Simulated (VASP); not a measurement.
# MgTe (P6_3mc) in VASP: single point with LDA

Aim: the single point of MgTe with LDA.

Everything below comes from runs of VASP 6.6.1. Logs are shortened: lines on timing, memory, paths and dates and some standing lists are left out, and cuts for length are marked.

### Step 1. The structure

Symmetry: P6_3mc, No. 186, hexagonal system. Conventional cell: a = 4.540 Å, b = 4.540 Å, c = 7.395 Å, α = 90.00°, β = 90.00°, γ = 120.00°. Around Mg (site symmetry 3m) lie 4 Te at 2.74 to 2.79 Å. Te (site symmetry 3m) is surrounded by 4 Mg at 2.74 to 2.79 Å.

### Step 2. Single point, LDA

File INCAR:

```
PREC = Accurate ; ENCUT = 520
EDIFF = 1E-7 ; ISMEAR = 0
SIGMA = 0.1 ; LREAL = False
LASPH = True ; NELM = 100
ALGO = Normal ; ISIF = 2
LWAVE = False ; LCHARG = False
GGA = CA ; NBANDS = 16
```

File KPOINTS:

```
Automatic mesh
0
Gamma
  6 6 4
```

File POSCAR:

```
MgTe
1.0
    4.5400020208      0.0000000000      0.0000000000
   -2.2700010104      3.9317570832      0.0000000000
    0.0000000000      0.0000000000      7.3950000000
Mg Te
2 2
Direct
    0.3333333333      0.6666666667      0.0000000000
    0.6666666667      0.3333333333      0.5000000000
    0.3333333333      0.6666666667      0.3700000000
    0.6666666667      0.3333333333      0.8700000000
```

Potentials or basis: VASP PAW LDA potentials, release 64 (Mg, Te).

The run is started by

```sh
> cat potpaw_LDA.64/Mg/POTCAR potpaw_LDA.64/Te/POTCAR > POTCAR
> mpirun -np 1 vasp_std > vasp.out
```

OUTCAR:

```text
PREC = Accurate
   ENCUT = 520
   EDIFF = 1E-7
   ISMEAR = 0
   LREAL = False
   LASPH = True
   NELM = 100
   ISIF = 2
   GGA = CA

 ion  position               nearest neighbor table
   1  0.333  0.667  0.000-   3 2.74   4 2.79   4 2.79   4 2.79
   2  0.667  0.333  0.500-   4 2.74   3 2.79   3 2.79   3 2.79
   3  0.333  0.667  0.370-   1 2.74   2 2.79   2 2.79   2 2.79
   4  0.667  0.333  0.870-   2 2.74   1 2.79   1 2.79   1 2.79

  LATTYP: Found a hexagonal cell.
 ALAT       =     4.5400020208
 C/A-ratio  =     1.6288539005

  Lattice vectors:

 A1 = (   4.5400020208,   0.0000000000,   0.0000000000)
 A2 = (  -2.2700010104,   3.9317570832,   0.0000000000)
 A3 = (   0.0000000000,   0.0000000000,   7.3950000000)

Analysis of symmetry for initial positions (statically):
=====================================================================
 Subroutine PRICEL returns:
 Original cell was already a primitive cell.

 Routine SETGRP: Setting up the symmetry group for a
 hexagonal supercell.

 Subroutine GETGRP returns: Found 12 space group operations
 (whereof  6 operations were pure point group operations)
 out of a pool of 24 trial point group operations.

The static configuration has the point symmetry C_3v.
 The point group associated with its full space group is C_6v.

Analysis of symmetry for dynamics (positions and initial velocities):
=====================================================================
 Subroutine PRICEL returns:
 Original cell was already a primitive cell.

 Routine SETGRP: Setting up the symmetry group for a
 hexagonal supercell.

 Subroutine GETGRP returns: Found 12 space group operations
 (whereof  6 operations were pure point group operations)
 out of a pool of 24 trial point group operations.

The dynamic configuration has the point symmetry C_3v.
 The point group associated with its full space group is C_6v.

 Subroutine INISYM returns: Found 12 space group operations
 (whereof  6 operations are pure point group operations),
 and found     1 'primitive' translations

----------------------------------------------------------------------------------------

                                     Primitive cell

  volume of cell :     132.0021

  direct lattice vectors                    reciprocal lattice vectors
[... 87 lines left out ...]
   EDIFF  = 0.1E-06   stopping-criterion for ELM
   LREAL  =      F    real-space projection
   EDIFFG = 0.1E-05   stopping-criterion for IOM
   NSW    =      0    number of steps for IOM
   IBRION =     -1    ionic relax: 0-MD 1-quasi-New 2-CG
   NFREE  =      0    steps in history (QN), initial steepest desc. (CG)
   ISIF   =      2    stress and relaxation
   ISYM   =      2    0-nonsym 1-usesym 2-fastsym
   POTIM  = 0.5000    time-step for ionic-motion
   TEBEG  =    0.0;   TEEND  =   0.0 temperature during run
   PSTRESS=    0.0 pullay stress
   NELECT =      16.0000    total number of electrons
   NUPDOWN=      -1.0000    fix difference up-down
   EMIN   =  10.00;   EMAX   =-10.00  energy-range for DOS
   EFERMI =   0.00;   METHOD = LEGACY
   ISMEAR =     0;   SIGMA  =   0.10  broadening in eV -4-tet -1-fermi 0-gaus
   EFERMI_NEDOS =   21; number of points for ismear=-14 and -15
   IALGO  =     38    algorithm
   IMIX   =      4    mixing-type and parameters
     AMIX     =   0.40;   BMIX     =  1.00
     AMIX_MAG =   1.60;   BMIX_MAG =  1.00
  volume/ion in A,a.u.               =      33.00       222.70
  Fermi-wavevector in a.u.,A,eV,Ry     =   0.810192  1.531041  8.931011  0.656411
  Thomas-Fermi vector in A             =   1.919322
   LORBIT       =      0    0 simple, 1 ext, 2 COOP (PROOUT), +10 PAW based schemes
   GGA     = CA    functional components
   LHFCALC =     F    Hartree Fock is set to
   AEXX    =    0.0000 exact exchange contribution
   IVDW    =     0    specifies the selected vdW correction
   LEPSILON=     F    determine dielectric tensor
   LRPA    =     F    only Hartree local field effects (RPA)
 non-spin polarized calculation
 Gauss-broadening in eV      SIGMA  =   0.10
  energy-cutoff  :      520.00
  volume of cell :      132.00
 maximum number of plane-waves:      3592
 NGX is ok and might be reduce to    36
   NGX = 17   NGY = 17   NGZ = 27

 number of electron      16.0000002 magnetization

 Free energy of the ion-electron system (eV)
  ---------------------------------------------------
  ext. energy  EPLUGINS =         0.00000000
  ---------------------------------------------------
  free energy    TOTEN  =       -14.60067748 eV

  energy without entropy =      -14.60067748  energy(sigma->0) =      -14.60067748

 E-fermi :   2.3615     XC(G=0):  -8.2163

 val. band max:        1.9245259559   @ k =   0.0000   0.0000   0.0000
 cond. band min:       4.2469253827   @ k =   0.0000   0.0000   0.0000
 fundamental gap:      2.3223994269
 Fermi energy:         2.3614588502

 k-point     1 :       0.0000    0.0000    0.0000
  band No.  band energies     occupation
      1      -8.4473      2.00000
      2      -7.8124      2.00000
      3      -1.5174      2.00000
      4       1.4213      2.00000
      5       1.4213      2.00000
      6       1.8290      2.00000
[... 376 lines left out ...]
      3      -1.1361      2.00000
      4      -1.1361      2.00000
      5      -0.0968      2.00000
      6      -0.0968      2.00000
[... 8 lines left out ...]
     15       9.2164      0.00000
     16       9.2164      0.00000

------------------------ aborting loop because EDIFF is reached ----------------------------------------

  FORCE on cell =-STRESS in cart. coord.  units (eV):
  Direction    XX          YY          ZZ          XY          YZ          ZX
  --------------------------------------------------------------------------------------
  -------------------------------------------------------------------------------------
  Total       -0.9474353     -0.9474353     -0.1004042      0.0000000      0.0000000      0.0000000
  in kB      -11.4995077    -11.4995077     -1.2186566      0.0000000      0.0000000      0.0000000
  external PRESSURE =      -8.0725574 kB  Pullay stress =       0.0000000 kB

 VOLUME and BASIS-vectors are now :
 -----------------------------------------------------------------------------
  energy-cutoff  :      520.00
  volume of cell :      132.00
      direct lattice vectors                 reciprocal lattice vectors
     4.540002021  0.000000000  0.000000000     0.220264219  0.127169606  0.000000000
    -2.270001010  3.931757083  0.000000000     0.000000000  0.254339212  0.000000000
     0.000000000  0.000000000  7.395000000     0.000000000  0.000000000  0.135226504

 POSITION                                       TOTAL-FORCE (eV/Angst)
 -----------------------------------------------------------------------------------
     -0.00000      2.62117      0.00000         0.000000     -0.000000     -0.207819
      2.27000      1.31059      3.69750        -0.000000      0.000000     -0.207819
     -0.00000      2.62117      2.73615         0.000000     -0.000000      0.207819
      2.27000      1.31059      6.43365        -0.000000      0.000000      0.207819
 -----------------------------------------------------------------------------------
    total drift:                               -0.000000     -0.000000      0.000564

  FREE ENERGIE OF THE ION-ELECTRON SYSTEM (eV)
  ---------------------------------------------------
  free  energy   TOTEN  =       -14.6006774774 eV

  energy  without entropy=      -14.6006774774  energy(sigma->0) =      -14.60067748
```

It took 27 s on 1 thread of Intel Xeon Platinum 8559C (Emerald Rapids), shared host; peak memory 0.21 GiB.

Results:

```yaml
Free_energy: -14.6007 eV
Pressure: -0.8 GPa
Largest_force: 0.208 eV/Å
Band_gap_on_the_k_mesh: 2.32 eV, direct
```

Forces on the atoms (eV/Å):
```
Mg   0.000  0.000 -0.208
Mg   0.000  0.000 -0.208
Te   0.000  0.000  0.208
Te   0.000  0.000  0.208
```

Caveat: spin-orbit coupling is left out, which moves the levels of the heavy elements.
